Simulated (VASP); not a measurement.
# Al (Fm-3m) in VASP: notebook, part 2 of 2

VASP 6.6.1. The steps go on from the part before.

## (3) Optical spectrum, PBE

This run uses another cell than the first one, of 16.19 Å³/atom, 1.024 times its volume.

The input, INCAR:

```
PREC = Accurate
ENCUT = 520
EDIFF = 1E-6
ISMEAR = 0
SIGMA = 0.05
LREAL = F
LASPH = T
NELM = 80
ALGO = Normal
ISIF = 2
LWAVE = F
LCHARG = F
GGA = PE
LOPTICS = T
NBANDS = 34
NEDOS = 3000
CSHIFT = 0.05
WPLASMAI = 0
KPAR = 4
```

The input, KPOINTS:

```
regular mesh
0
Gamma
  30 30 30
```

The input, POSCAR:

```
Al                                      
1.0
    0.0000000000      2.0078218401      2.0078218401
    2.0078218401      0.0000000000      2.0078218401
    2.0078218401      2.0078218401      0.0000000000
  Al            
     1
Direct
     0.0000000000000000    0.0000000000000000    0.0000000000000000
```

Potentials or basis: VASP PAW PBE potentials, release 64 (Al).

Command:

```sh
> cat potpaw_PBE.64/Al/POTCAR > POTCAR
> mpirun -np 4 vasp_std > vasp.out
```

OUTCAR:

```text
PREC = Accurate
   ENCUT = 520
   EDIFF = 1E-6
   ISMEAR = 0
   LREAL = F
   LASPH = T
   NELM = 80
   ISIF = 2
   GGA = PE

 ion  position               nearest neighbor table
   1  0.000  0.000  0.000-

  LATTYP: Found a face centered cubic cell.
 ALAT       =     4.0156436802

  Lattice vectors:

 A1 = (   0.0000000000,   2.0078218401,   2.0078218401)
 A2 = (   2.0078218401,   0.0000000000,   2.0078218401)
 A3 = (   2.0078218401,   2.0078218401,   0.0000000000)

Analysis of symmetry for initial positions (statically):
=====================================================================
 Subroutine PRICEL returns:
 Original cell was already a primitive cell.

 Routine SETGRP: Setting up the symmetry group for a
 face centered cubic supercell.

 Subroutine GETGRP returns: Found 48 space group operations
 (whereof 48 operations were pure point group operations)
 out of a pool of 48 trial point group operations.

The static configuration has the point symmetry O_h .

Analysis of symmetry for dynamics (positions and initial velocities):
=====================================================================
 Subroutine PRICEL returns:
 Original cell was already a primitive cell.

 Routine SETGRP: Setting up the symmetry group for a
 face centered cubic supercell.

 Subroutine GETGRP returns: Found 48 space group operations
 (whereof 48 operations were pure point group operations)
 out of a pool of 48 trial point group operations.

The dynamic configuration has the point symmetry O_h .

 Subroutine INISYM returns: Found 48 space group operations
 (whereof 48 operations are pure point group operations),
 and found     1 'primitive' translations

----------------------------------------------------------------------------------------

                                     Primitive cell

  volume of cell :      16.1885

  direct lattice vectors                    reciprocal lattice vectors
     0.000000000  2.007821840  2.007821840    -0.249026079  0.249026079  0.249026079
     2.007821840  0.000000000  2.007821840     0.249026079 -0.249026079  0.249026079
     2.007821840  2.007821840  0.000000000     0.249026079  0.249026079 -0.249026079

  length of vectors
     2.839488877  2.839488877  2.839488877     0.431325821  0.431325821  0.431325821

  position of ions in fractional coordinates (direct lattice)
     0.000000000  0.000000000  0.000000000

  ion indices of the primitive-cell ions
   primitive index   ion index
                 1           1

[... 135 lines left out ...]
      6      22.5631      0.00000
      7      22.5631      0.00000
      8      24.8047      0.00000
      9      27.8212      0.00000
     10      27.8212      0.00000
     11      30.7662      0.00000
     12      33.1254      0.00000
     13      33.1254      0.00000
[... 354 lines left out ...]
  band No.  band energies     occupation
      1      -1.2525      2.00000
      2      11.4937      0.00000
      3      18.5572      0.00000
      4      19.5914      0.00000
      5      22.1579      0.00000
      6      23.1010      0.00000
      7      23.7408      0.00000
      8      26.5127      0.00000
      9      27.4712      0.00000
     10      28.1506      0.00000
     11      33.4579      0.00000
     12      40.2379      0.00000
     13      40.4518      0.00000

 [... further k-points ...]

 [bands above 13 left out]

------------------------ aborting loop because EDIFF is reached ----------------------------------------

  FORCE on cell =-STRESS in cart. coord.  units (eV):
  Direction    XX          YY          ZZ          XY          YZ          ZX
  --------------------------------------------------------------------------------------
  -------------------------------------------------------------------------------------
  Total        0.1478358      0.1478358      0.1478358     -0.0000000      0.0000000      0.0000000
  in kB       14.6313555     14.6313555     14.6313555     -0.0000000      0.0000000      0.0000000
  external PRESSURE =      14.6313555 kB  Pullay stress =       0.0000000 kB

 VOLUME and BASIS-vectors are now :
 -----------------------------------------------------------------------------
  energy-cutoff  :      520.00
  volume of cell :       16.19
      direct lattice vectors                 reciprocal lattice vectors
     0.000000000  2.007821840  2.007821840    -0.249026079  0.249026079  0.249026079
     2.007821840  0.000000000  2.007821840     0.249026079 -0.249026079  0.249026079
     2.007821840  2.007821840  0.000000000     0.249026079  0.249026079 -0.249026079

 POSITION                                       TOTAL-FORCE (eV/Angst)
 -----------------------------------------------------------------------------------
      0.00000      0.00000      0.00000         0.000000      0.000000      0.000000
 -----------------------------------------------------------------------------------
    total drift:                               -0.000000      0.000000      0.000000

  FREE ENERGIE OF THE ION-ELECTRON SYSTEM (eV)
  ---------------------------------------------------
  free  energy   TOTEN  =        -3.7454161856 eV

  energy  without entropy=       -3.7450288389  energy(sigma->0) =       -3.74522251

 electrical conductivity sigma (Mega S m-1) (frequency dependency in vasprun.xml)
  --------------------------------------------------------------------------------------
       0.208       0.000      -0.000
       0.000       0.208       0.000
      -0.000       0.000       0.208

  frequency dependent IMAGINARY DIELECTRIC FUNCTION (independent particle, no local field effects) density-density
     E(ev)      X         Y         Z        XY        YZ        ZX
  --------------------------------------------------------------------------------------------------------------
     0.00000     0.00000     0.00000     0.00000     0.00000     0.00000     0.00000
     1.10187    18.49629    18.49629    18.49629     0.00000     0.00000    -0.00000
     2.20375     7.50775     7.50775     7.50775     0.00000     0.00000     0.00000
     3.30562     1.77132     1.77132     1.77132    -0.00000    -0.00000    -0.00000
     4.40749     0.68862     0.68862     0.68862     0.00000     0.00000     0.00000
     5.50937     0.34938     0.34938     0.34938     0.00000     0.00000     0.00000
[... 92 lines left out ...]
   107.98362     0.00001     0.00001     0.00001    -0.00000    -0.00000     0.00000
   109.08550     0.00001     0.00001     0.00001    -0.00000    -0.00000     0.00000

  frequency dependent      REAL DIELECTRIC FUNCTION (independent particle, no local field effects) density-density
     E(ev)        X           Y           Z          XY          YZ          ZX
  --------------------------------------------------------------------------------------------------------------
     0.00000    70.23311    70.23311    70.23311     0.00000    -0.00000     0.00000
     1.10187     4.47722     4.47722     4.47722    -0.00000     0.00000    -0.00000
     2.20375   -18.77552   -18.77552   -18.77552    -0.00000     0.00000    -0.00000
     3.30562    -6.88293    -6.88293    -6.88293    -0.00000     0.00000    -0.00000
     4.40749    -3.35937    -3.35937    -3.35937    -0.00000     0.00000    -0.00000
     5.50937    -1.75223    -1.75223    -1.75223    -0.00000     0.00000    -0.00000
[... 92 lines left out ...]
   107.98362     0.99194     0.99194     0.99194    -0.00000     0.00000    -0.00000
   109.08550     0.99211     0.99211     0.99211    -0.00000     0.00000    -0.00000

  frequency dependent IMAGINARY DIELECTRIC FUNCTION (independent particle, no local field effects) current-current
     E(ev)      X         Y         Z        XY        YZ        ZX
  --------------------------------------------------------------------------------------------------------------
     0.00000   192.61697   192.61697   192.61697    -0.00000     0.00000    -0.00000
     1.10187    18.56967    18.56967    18.56967    -0.00000    -0.00000    -0.00000
     2.20375     6.56949     6.56949     6.56949    -0.00000     0.00000    -0.00000
     3.30562     1.52870     1.52870     1.52870    -0.00000    -0.00000     0.00000
     4.40749     0.58910     0.58910     0.58910    -0.00000    -0.00000     0.00000
     5.50937     0.29969     0.29969     0.29969     0.00000     0.00000     0.00000
[... 92 lines left out ...]
   107.98362     0.00000     0.00000     0.00000     0.00000     0.00000     0.00000
   109.08550     0.00000     0.00000     0.00000     0.00000     0.00000     0.00000

  frequency dependent      REAL DIELECTRIC FUNCTION (independent particle, no local field effects) current-current
     E(ev)        X           Y           Z          XY          YZ          ZX
  --------------------------------------------------------------------------------------------------------------
     0.00000    69.17068    69.17068    69.17068    -0.00000     0.00000    -0.00000
     1.10187     2.88211     2.88211     2.88211     0.00000     0.00000     0.00000
     2.20375   -19.01269   -19.01269   -19.01269     0.00000    -0.00000     0.00000
     3.30562    -6.91713    -6.91713    -6.91713     0.00000     0.00000     0.00000
     4.40749    -3.36820    -3.36820    -3.36820     0.00000    -0.00000     0.00000
     5.50937    -1.75481    -1.75481    -1.75481     0.00000    -0.00000     0.00000
[... 92 lines left out ...]
   107.98362     0.99195     0.99195     0.99195     0.00000    -0.00000     0.00000
   109.08550     0.99212     0.99212     0.99212     0.00000    -0.00000     0.00000
```

OSZICAR:

```text
N       E                     dE             d eps       ncg     rms          rms(c)
DAV:   1     0.342680706413E+01    0.34268E+01   -0.70858E+02 51274   0.480E+01
DAV:   2    -0.366571048319E+01   -0.70925E+01   -0.67872E+01 66876   0.197E+01
DAV:   3    -0.376825432052E+01   -0.10254E+00   -0.10160E+00 60564   0.181E+00
DAV:   4    -0.376830113357E+01   -0.46813E-04   -0.46808E-04 59748   0.345E-02
DAV:   5    -0.376830113711E+01   -0.35455E-08   -0.32882E-08 59898   0.364E-04    0.133E+00
DAV:   6    -0.375507291941E+01    0.13228E-01   -0.72446E-04 58514   0.444E-02    0.776E-01
DAV:   7    -0.374542286822E+01    0.96501E-02   -0.19815E-03 55460   0.721E-02    0.152E-01
DAV:   8    -0.374541815765E+01    0.47106E-05   -0.53571E-06 62306   0.501E-03    0.124E-02
DAV:   9    -0.374541641248E+01    0.17452E-05   -0.28832E-07 58458   0.857E-04    0.661E-04
DAV:  10    -0.374541618565E+01    0.22683E-06   -0.27026E-09 41708   0.110E-04
   1 F= -.37454162E+01 E0= -.37452225E+01  d E =-.387347E-03
 imaginary and real dielectric function
```

Run time: 25 s. Hardware: 4 MPI ranks of Intel Xeon 6975P-C (Granite Rapids), shared host; peak memory 0.42 GiB.

What came out:

```yaml
Free_energy: -3.7454 eV
Pressure: 1.5 GPa
Band_gap_on_the_k_mesh: none (metal or under the smearing width)
```

Levels at points of the mesh, in eV from the Fermi level:
```
           k point  band 1  band 2  band 3  band 4
(0.00, 0.00, 0.00)  -11.30   12.70   12.70   12.70
(0.50, 0.00, 0.00)   -4.70   -4.44   11.52   11.52
(0.50, 0.50, 0.00)   -3.00   -1.63    5.23    5.65
```

Dielectric function (mean over the directions given):
```tsv
energy (eV)	real part	imaginary part
0.29	94.08	18.04
0.95	2.69	17.68
1.62	-18.60	32.34
2.28	-14.47	6.58
2.94	-11.83	5.86
3.67	-2.39	4.13
4.33	-3.67	0.67
5.00	-3.64	1.46
5.66	-1.41	0.37
6.39	-1.29	0.22
7.05	-0.76	0.71
7.71	-0.43	0.11
8.37	-0.37	0.19
9.11	0.00	0.16
9.77	0.07	0.06
10.43	0.25	0.12
11.09	0.31	0.04
11.83	0.36	0.06
12.49	0.48	0.06
13.15	0.50	0.03
13.81	0.56	0.06
14.54	0.61	0.02
15.21	0.62	0.03
15.87	0.68	0.04
16.53	0.69	0.02
17.26	0.72	0.03
17.92	0.75	0.02
18.58	0.75	0.02
19.25	0.78	0.02
19.98	0.79	0.02
```

Caveat: independent-particle spectra lack excitons; the intraband (Drude) part of a metal's response may be missing.

## (4) Elastic constants, PBE

This run uses another cell than the first one, of 16.48 Å³/atom, 1.042 times its volume.

The input, POSCAR:

```
Al
1.0
    0.0000000000      2.0196414341      2.0196414341
    2.0196414341      0.0000000000      2.0196414341
    2.0196414341      2.0196414341      0.0000000000
  Al
     1
Direct
     0.0000000000000000    0.0000000000000000    0.0000000000000000
```

The input, INCAR.step1:

```
  PREC = Accurate
  ENCUT = 600
  EDIFF = 1E-8
  ISMEAR = 1
  SIGMA = 0.2
  LREAL = False
  LASPH = True
  NELM = 80
  ALGO = Normal
  ISIF = 3
  LWAVE = False
  LCHARG = False
  GGA = PE
  KPAR = 2
  IBRION = 2
  NSW = 40
  EDIFFG = -0.002
```

The input, INCAR.step2:

```
  PREC = Accurate
  ENCUT = 600
  EDIFF = 1E-8
  ISMEAR = 1
  SIGMA = 0.2
  LREAL = False
  LASPH = True
  NELM = 80
  ALGO = Normal
  ISIF = 3
  LWAVE = False
  LCHARG = False
  GGA = PE
  KPAR = 2
  IBRION = 6
  NFREE = 2
  POTIM = 0.015
  NSW = 1
```

KPOINTS is that of step 3.

Command:

```sh
> cat potpaw_PBE.64/Al/POTCAR > POTCAR
> cp INCAR.step1 INCAR
> mpirun -np 2 vasp_std > vasp.out
> cp CONTCAR POSCAR
> cp INCAR.step2 INCAR
> mpirun -np 2 vasp_std > vasp.out
```

It took 8.9 min on 2 MPI ranks of Intel Xeon 6975P-C (Granite Rapids), shared host; peak memory 1.3 GiB.

It converged, with:

```
Elastic constants C11, C12, C44 : 118, 58, 39 GPa
Voigt bulk modulus              : 78 GPa
```

Elastic tensor in Voigt notation (GPa, in the Cartesian axes of the cell as first typed):
```
118  58  58   0   0   0
 58 118  58   0   0   0
 58  58 118   0   0   0
  0   0   0  39   0   0
  0   0   0   0  39   0
  0   0   0   0   0  39
```

Clamped-ion elastic tensor (GPa):
```
118  58  58   0   0   0
 58 118  58   0   0   0
 58  58 118   0   0   0
  0   0   0  39   0   0
  0   0   0   0  39   0
  0   0   0   0   0  39
```
